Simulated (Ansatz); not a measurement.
Input and command of a plane-wave DFT calculation in Ansatz:

```yaml
crystal:
  lattice:
    - [4.019925, 0.0, 0.0]
    - [0.0, 4.019925, 0.0]
    - [0.0, 0.0, 4.226075]
  atoms:
    - { symbol: Cs, position: [0.0, 0.0, 0.0] }
    - { symbol: Cl, position: [0.5, 0.5, 0.5] }
basis:
  ecutwfc: 420
kpoints:
  mp_grid: { grid: [6, 6, 6] }
hamiltonian:
  xc: pbe
scf:
  occupations: { method: gaussian, width: 0.05 }
output:
  forces: true
  stress: true
  eigenvalues: true
```

```bash
ansatz run input.yaml --threads 1 --pin off --max-ram 2560MiB --backend cpu --events-out ev --progress --plain --runs-dir out
```

Processor: Arm Neoverse V1, 1 thread, on a host shared with other jobs.

How long does it run, and how much memory does it take?

About 2.2 s on 1 thread of Arm Neoverse V1 (shared host), peak memory 0.32 GiB. It solves 12 bands at 40 k points (the mesh reduced by symmetry) with about 1327 plane waves, in 6 SCF iterations.
